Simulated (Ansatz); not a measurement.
Crystal: ZnO (zincite).

```
Zn O
1.0
     3.24931    0.00000    0.00000
    -1.62465    2.81398    0.00000
     0.00000    0.00000    5.20571
Zn O
2 2
Direct
  0.66667 0.33333 0.00000
  0.33333 0.66667 0.50000
  0.33333 0.66667 0.87901
  0.66667 0.33333 0.37901
```

```yaml
Program: Ansatz 0.2.0
Task: relaxation of cell and atoms
Functional: PBE
Potentials_or_basis: Ansatz PAW
Cutoff: "420 eV (not typed: the program's choice for these potentials)"
k_mesh: 9 × 9 × 5
Occupations: fermi-dirac, width 0.05 eV
Spin: no spin polarisation
```

At the start: volume 11.90 Å³/atom.

**Question.** Where does the relaxation end?

**Answer.** It ends after 8 steps and the volume is 12.33 Å³/atom (+3.6 %); space group P6_3mc (No. 186, to 0.05 Å).

Step by step:
```csv
step,energy change (eV),largest force (eV/Å),volume (Å³)
1,0.0000,0.0700,47.60
2,-0.0158,0.0442,48.45
3,-0.0180,0.0233,49.17
4,-0.0181,0.0104,49.18
5,-0.0180,0.0002,49.21
6,-0.0266,0.0004,49.21
7,-0.0262,0.0007,49.30
8,-0.0266,0.0006,49.30
```

Final structure:
```
CELL_PARAMETERS angstrom
3.27947 0.00000 0.00000
-1.63973 2.84010 0.00000
0.00000 0.00000 5.29320
ATOMIC_POSITIONS crystal
Zn 0.66667 0.33333 0.99996
Zn 0.33333 0.66667 0.49996
O 0.33333 0.66667 0.87905
O 0.66667 0.33333 0.37905
```

Caveat: the plane-wave basis is chosen anew once the cell has moved, so the energies of steps on either side of that aren't comparable; the pressure holds a Pulay correction of +0.7 GPa for the finite cutoff.
